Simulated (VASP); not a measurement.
# BN: relaxation of cell and atoms with r2SCAN+rVV10

Crystal: BN.

```xyz
4
Lattice="2.5024 0.0000 0.0000 -1.2512 2.1672 0.0000 0.0000 0.0000 6.5049" Properties=species:S:1:pos:R:3 pbc="T T T"
B     0.0000    1.4448    1.6262
B     1.2512    0.7224    4.8786
N     0.0000    1.4448    4.8786
N     1.2512    0.7224    1.6262
```

```yaml
Program: VASP 6.6.1
Task: relaxation of cell and atoms
Functional: r2SCAN
Dispersion: rVV10
Potentials_or_basis: VASP PAW PBE potentials, release 64 (B, N)
Cutoff: 600 eV
k_mesh: 12 × 12 × 4
Occupations: gaussian, width 0.03 eV
Spin: no spin polarisation
Further_INCAR_settings: ALGO = Normal; EDIFF = 1e-07; IBRION = 2; EDIFFG = -0.005; NSW = 90; ISIF = 3
```

The pressure after relaxing is -0.1 GPa and the band gap on the k mesh is 4.79 eV, indirect (least direct gap 5.20 eV).

Final structure:
```
CELL_PARAMETERS angstrom
2.50243 0.00000 0.00000
-1.25121 2.16716 0.00000
0.00000 0.00000 6.50486
ATOMIC_POSITIONS crystal
B 0.33333 0.66667 0.25000
B 0.66667 0.33333 0.75000
N 0.33333 0.66667 0.75000
N 0.66667 0.33333 0.25000
```

Levels at points of the mesh, in eV from the valence-band top:
```csv
k point,band 5,band 6,band 7,band 8,band 9,band 10,band 11,band 12
"(0.00, 0.00, 0.00)",-1.37,-1.37,-1.32,-1.32,5.66,11.28,12.28,12.28
"(0.50, 0.00, 0.00)",-4.31,-4.23,-1.54,-0.41,4.79,6.40,10.20,10.62
"(0.00, 0.00, 0.50)",-1.34,-1.34,-1.34,-1.34,8.30,8.30,12.36,12.36
"(0.50, 0.00, 0.50)",-4.27,-4.27,-0.95,-0.95,5.29,5.29,10.63,10.63
```

Run time: 2.2 min on 1 thread of AMD EPYC 9R14 (Zen 4), with other jobs on the host, peak memory 0.24 GiB.

Caveat: the relaxation stopped at its first step, so nothing moved; the PAW data sets were made with another functional, which shifts forces and pressure a little. A k mesh can miss the band edges.
